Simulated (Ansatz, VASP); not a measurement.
# InAs in two plane-wave programs, part 2 of 2

One calculation is typed for both programs; each brings its own data sets and cutoff. How far apart do they land? The cell is taken from a series of VASP runs on this material, whose earlier steps may have relaxed, scaled or displaced it; both programs get it as it stands.

VASP 6.6.1 and Ansatz 0.2.0.

So far: Set-up; Ansatz: relaxation of cell and atoms, r2SCAN.

## (3) VASP: relaxation of cell and atoms, r2SCAN

Level of this step: r2SCAN; plane waves and PAW (In_d, As) (VASP).

The same cell, functional, mesh and smearing now go to VASP, with its own data sets and cutoff.

Lines of VASP's logs that name or quote its potential files are left out, and so is its time.

The input, INCAR:

```
SYSTEM = InAs
PREC = Accurate
ENCUT = 450
EDIFF = 1E-06
NELM = 100
ISMEAR = 0
SIGMA = 0.05
LREAL = .FALSE.
ALGO = Normal
METAGGA = R2SCAN
LASPH = .TRUE.
NBANDS = 15
LORBIT = 11
LWAVE = .FALSE.
LCHARG = .FALSE.
KPAR = 8
IBRION = 2
NSW = 50
ISIF = 3
EDIFFG = -0.006
```

The input, POSCAR:

```
InAs
1.0
    0.0000000000      3.0589920495      3.0589920495
    3.0589920495      0.0000000000      3.0589920495
    3.0589920495      3.0589920495      0.0000000000
In As
1 1
Direct
    0.0000000000      0.0000000000      0.0000000000
    0.7500000000      0.7500000000      0.7500000000
```

The input, KPOINTS:

```
Automatic mesh
0
Gamma
10 10 10
0 0 0
```

Potentials, in the order of the species: In_d and As (PBE family, release 64).

Command:

```sh
$ mpirun -np 8 vasp_std
```

Numbers of over 12 decimals in the logs are rounded to 6 here.

Log:

```text
[banner, memory and clock lines left out]
running    8 mpi-ranks, on    1 nodes
 distrk:  each k-point on    1 cores,    8 groups
 distr:  one band on    1 cores,    1 groups

 POSCAR found type information on POSCAR InAs
 POSCAR found :  2 types and       2 ions
|                                                                             |
|           W    W    AA    RRRRR   N    N  II  N    N   GGGG   !!!           |
|           W    W   A  A   R    R  NN   N  II  NN   N  G    G  !!!           |
|           W    W  A    A  R    R  N N  N  II  N N  N  G       !!!           |
|           W WW W  AAAAAA  RRRRR   N  N N  II  N  N N  G  GGG   !            |
|           WW  WW  A    A  R   R   N   NN  II  N   NN  G    G                |
|           W    W  A    A  R    R  N    N  II  N    N   GGGG   !!!           |
|                                                                             |
|     For optimal performance we recommend to set                             |
|       NCORE = 2 up to number-of-cores-per-socket                            |
|     NCORE specifies how many cores store one orbital (NPAR=cpu/NCORE).      |
|     This setting can greatly improve the performance of VASP for DFT.       |
|     The default, NCORE=1 might be grossly inefficient on modern             |
|     multi-core architectures or massively parallel machines. Do your        |
|     Unfortunately you need to use the default for GW and RPA                |
|     calculations (for HF NCORE is supported but not extensively tested      |
|     yet).                                                                   |
|                                                                             |

|                                                                             |
|               ----> ADVICE to this user running VASP <----                  |
|                                                                             |
|     You enforced a specific xc type in the INCAR file but a different       |
|     [... a line on the potential file left out ...]
|     I HOPE YOU KNOW WHAT YOU ARE DOING!                                     |
|                                                                             |

 LDA part: xc-table for (None), standard interpolation
 POSCAR, INCAR and KPOINTS ok, starting setup
 FFT: planning ... GRIDC
 FFT: planning ... GRID_SOFT
 FFT: planning ... GRID
 WAVECAR not read
 entering main loop
       N       E                     dE             d eps       ncg     rms          rms(c)
DAV:   1     0.775479784218E+02    0.77548E+02   -0.79445E+03  1410   0.119E+03
DAV:   2    -0.336218949172E+02   -0.11117E+03   -0.10669E+03  1501   0.292E+02
DAV:   3    -0.412594347402E+02   -0.76375E+01   -0.75992E+01  1872   0.802E+01
DAV:   4    -0.414536168953E+02   -0.19418E+00   -0.19413E+00  1779   0.142E+01
DAV:   5    -0.414625040998E+02   -0.88872E-02   -0.88870E-02  2151   0.246E+00    0.587E+00
DAV:   6    -0.380679001997E+02    0.33946E+01   -0.15545E+00  1739   0.281E+01    0.289E+00
DAV:   7    -0.380513123033E+02    0.16588E-01   -0.21533E-01  1620   0.373E+00    0.175E+00
DAV:   8    -0.380591629386E+02   -0.78506E-02   -0.18657E-02  1837   0.124E+00    0.693E-01
DAV:   9    -0.380605061572E+02   -0.13432E-02   -0.18274E-03  1950   0.354E-01    0.209E-01
DAV:  10    -0.380605354331E+02   -0.29276E-04   -0.17500E-04  1909   0.128E-01    0.181E-01
DAV:  11    -0.380605682427E+02   -0.32810E-04   -0.88514E-05  1697   0.152E-01    0.411E-02
DAV:  12    -0.380605598335E+02    0.84093E-05   -0.18574E-05  1758   0.351E-02    0.418E-02
DAV:  13    -0.380605598779E+02   -0.44405E-07   -0.48555E-06  1767   0.201E-02
   1 F= -.38060560E+02 E0= -.38060526E+02  d E =-.380606E+02
 curvature:   0.00 expect dE= 0.000E+00 dE for cont linesearch  0.000E+00
 trial: gam= 0.00000 g(F)=  0.187E-44 g(S)=  0.392E-03 ort = 0.000E+00 (trialstep = 0.100E+01)
 search vector abs. value=  0.392E-03
 bond charge predicted
       N       E                     dE             d eps       ncg     rms          rms(c)
DAV:   1    -0.380650281160E+02   -0.44683E-02   -0.10813E-01  1788   0.645E+00    0.488E-01
DAV:   2    -0.380612942968E+02    0.37338E-02   -0.74864E-03  1781   0.204E+00    0.159E-01
DAV:   3    -0.380607206468E+02    0.57365E-03   -0.16233E-03  1816   0.900E-01    0.122E-01
DAV:   4    -0.380607269549E+02   -0.63082E-05   -0.77740E-05  1487   0.793E-02    0.123E-01
DAV:   5    -0.380607324698E+02   -0.55149E-05   -0.35922E-06  1826   0.192E-02    0.119E-01
DAV:   6    -0.380608162340E+02   -0.83764E-04   -0.45441E-04  2114   0.211E-01    0.235E-01
DAV:   7    -0.380607106459E+02    0.10559E-03   -0.33370E-04  1842   0.163E-01    0.281E-02
DAV:   8    -0.380607132626E+02   -0.26167E-05   -0.67768E-05  1940   0.646E-02    0.459E-02
DAV:   9    -0.380607156034E+02   -0.23408E-05   -0.88033E-06  2059   0.277E-02    0.665E-03
DAV:  10    -0.380607164818E+02   -0.87844E-06   -0.70326E-07   957   0.853E-03
   2 F= -.38060716E+02 E0= -.38060694E+02  d E =-.156604E-03
 trial-energy change:   -0.000157  1 .order   -0.000100   -0.000392    0.000192
 step:   0.7730(harm=  0.6708)  dis= 0.00000  next Energy=   -38.060738 (dE=-0.178E-03)
 bond charge predicted
       N       E                     dE             d eps       ncg     rms          rms(c)
DAV:   1    -0.380609451073E+02   -0.22950E-03   -0.55325E-03  1781   0.147E+00    0.101E-01
DAV:   2    -0.380607665612E+02    0.17855E-03   -0.37513E-04  1767   0.453E-01    0.335E-02
DAV:   3    -0.380607351666E+02    0.31395E-04   -0.80516E-05  1830   0.201E-01    0.302E-02
DAV:   4    -0.380607353383E+02   -0.17173E-06   -0.39838E-06  1459   0.178E-02
   3 F= -.38060735E+02 E0= -.38060711E+02  d E =-.175460E-03
 curvature:  -0.30 expect dE=-0.162E-06 dE for cont linesearch -0.162E-06
 trial: gam=-0.03553 g(F)=  0.210E-43 g(S)=  0.534E-06 ort = 0.145E-04 (trialstep = 0.955E+00)
 search vector abs. value=  0.827E-09
 reached required accuracy - stopping structural energy minimisation
```

OUTCAR, selected parts (step 3):

```text
ion  position               nearest neighbor table
   1  0.000  0.000  0.000-   2 2.65   2 2.65   2 2.65   2 2.65
   2  0.750  0.750  0.750-   1 2.65   1 2.65   1 2.65   1 2.65

  LATTYP: Found a face centered cubic cell.
 ALAT       =     6.1179840990

 Subroutine GETGRP returns: Found 24 space group operations
 (whereof 24 operations were pure point group operations)

The static configuration has the point symmetry T_d .

 Found     47 irreducible k-points:

   k-points           NKPTS =     47   k-points in BZ     NKDIM =     47   number of bands    NBANDS=     15

   dimension x,y,z NGX =    30 NGY =   30 NGZ =   30
   dimension x,y,z NGXF=    60 NGYF=   60 NGZF=   60

   ENCUT  =  450.0 eV  33.07 Ry    5.75 a.u.   7.48  7.48  7.48*2*pi/ulx,y,z

   NELECT =      18.0000    total number of electrons

 k-points in reciprocal lattice and weights: Automatic mesh
   0.00000000  0.00000000  0.00000000       0.001
   0.10000000  0.00000000  0.00000000       0.008
   0.20000000  0.00000000  0.00000000       0.008
   0.30000000  0.00000000  0.00000000       0.008
   0.40000000  0.00000000  0.00000000       0.008
   0.50000000  0.00000000  0.00000000       0.004
   0.10000000  0.10000000  0.00000000       0.006
   0.20000000  0.10000000  0.00000000       0.024
   0.30000000  0.10000000  0.00000000       0.024
[...]
-0.30000000  0.40000000  0.20000000       0.024
  -0.30000000  0.50000000  0.20000000       0.012

 average (electrostatic) potential at core
       1-102.4798       2 -54.4317

 E-fermi :   4.0153

 k-point     1 :       0.0000    0.0000    0.0000
  band No.  band energies     occupation
    ...
      5     -10.6961      2.00000
      6      -8.1356      2.00000
      7       3.9634      1.85776
      8       3.9634      1.85774
      9       3.9634      1.85774
     10       4.0434      0.42676
     11       8.2211      0.00000
     12       8.2211      0.00000
     13       8.2211      0.00000
     14      11.9149      0.00000
    ...

 k-point     2 :       0.1000    0.0000    0.0000
  band No.  band energies     occupation
    ...
      5     -10.6962      2.00000
      6      -8.0317      2.00000
      7       2.5443      2.00000
      8       3.8399      2.00000
      9       3.8399      2.00000
     10       5.1148      0.00000
     11       8.2753      0.00000
     12       8.4078      0.00000
     13       8.4078      0.00000
     14      12.5103      0.00000
    ...

 k-point     3 :       0.2000    0.0000    0.0000
  band No.  band energies     occupation
    ...
      5     -10.6957      2.00000
      6      -7.7375      2.00000
      7       1.0314      2.00000
      8       3.5588      2.00000
      9       3.5588      2.00000
     10       5.5103      0.00000
     11       8.7860      0.00000
     12       8.7860      0.00000
     13       8.8963      0.00000
     14      12.9270      0.00000
    ...

  Total       -0.0027163     -0.0027163     -0.0027163     -0.0000000     -0.0000000     -0.0000000
  in kB       -0.0763337     -0.0763337     -0.0763337     -0.0000000     -0.0000000     -0.0000000
  external PRESSURE =      -0.0763337 kB  Pullay stress =       0.0000000 kB

  energy-cutoff  :      450.00
  volume of cell :       57.01
      direct lattice vectors                 reciprocal lattice vectors
     0.000000000  3.054793012  3.054793012    -0.163677211  0.163677211  0.163677211
     3.054793012  0.000000000  3.054793012     0.163677211 -0.163677211  0.163677211
     3.054793012  3.054793012  0.000000000     0.163677211  0.163677211 -0.163677211

 POSITION                                       TOTAL-FORCE (eV/Angst)
 -----------------------------------------------------------------------------------
      0.00000      0.00000      0.00000         0.000000      0.000000      0.000000
      4.58219      4.58219      4.58219        -0.000000     -0.000000     -0.000000
 -----------------------------------------------------------------------------------
    total drift:                               -0.000004     -0.000004     -0.000004

  FREE ENERGIE OF THE ION-ELECTRON SYSTEM (eV)
  ---------------------------------------------------
  free  energy   TOTEN  =       -38.0607353383 eV

  energy  without entropy=      -38.0606859322  energy(sigma->0) =      -38.06071064

 reached required accuracy - stopping structural energy minimisation

 total charge
# of ion       s       p       d       tot
------------------------------------------
    1        0.834   0.734   9.887  11.455
    2        1.214   1.597   0.021   2.833
--------------------------------------------------
tot          2.048   2.331   9.908  14.288

[... 3 further parts left out ...]
```

CONTCAR:

```
InAs
   1.00000000000000
     0.0000000000000000    3.0547930122639366    3.0547930122639366
     3.0547930122639366    0.0000000000000000    3.0547930122639366
     3.0547930122639366    3.0547930122639366    0.0000000000000000
  In              As
     1     1
Direct
     0.0000000000000000    0.0000000000000000    0.0000000000000000
     0.7500000000000000    0.7500000000000000    0.7500000000000000
```

The gap is under twice the smearing width, so the edge states are partly filled and the run can't tell a small gap from a semimetal.

## (4) Comparison

Known differences besides the potentials themselves: VASP keeps PBE cores, Ansatz makes them for the functional; both relaxations stop at a tolerance, which leaves soft axes loose, and VASP keeps its plane-wave basis; the data sets hold 28 valence electrons in Ansatz (default PAW (the set named soft_2) files) and 18 in VASP; the cutoff is 500 eV in Ansatz and 450 eV in VASP; Ansatz adds a Pulay correction to the stress that steers its cell, VASP none. Total energies have different zeros and are not compared.

Both answers:

| quantity | Ansatz | VASP | difference |
| --- | --- | --- | --- |
| volume (Å³) | 57.00 | 57.01 | -0.03 % |
| edge a after relaxation, in the typed setting (Å) | 4.320 | 4.320 | -0.01 % |

VASP's last cycles still show a density residual of 3e-03, so its state may not be settled. The walks stopped with 0.00 GPa left in Ansatz and -0.01 GPa in VASP; each walk ends within a tolerance, so the volume difference is uncertain by about these residues over the bulk modulus, most in soft cells.

## (5) Results

* difference in volume (relaxation of cell and atoms, r2SCAN): -0.028 %

What this shows: The difference in volume is -0.028 % (relaxation of cell and atoms, r2SCAN), within the 1.2 % picked in this series as the mark of a large difference, as far as the stopping tolerances let one tell. How closely two codes agree says nothing of how well the functional describes the real material.

[Lines on the potential files, build, host, timing and source positions are cut from VASP's logs without a mark.]

[Logs are printed without paths, hosts, clocks, repeated set-up lines and the standing remarks that a program may print on its own settings, such as how far it seeks lower states.]

[Hosts, paths, dates, database ids (printed as entryN), source tags and the programs' standing remarks are cut or masked in the printed files.]
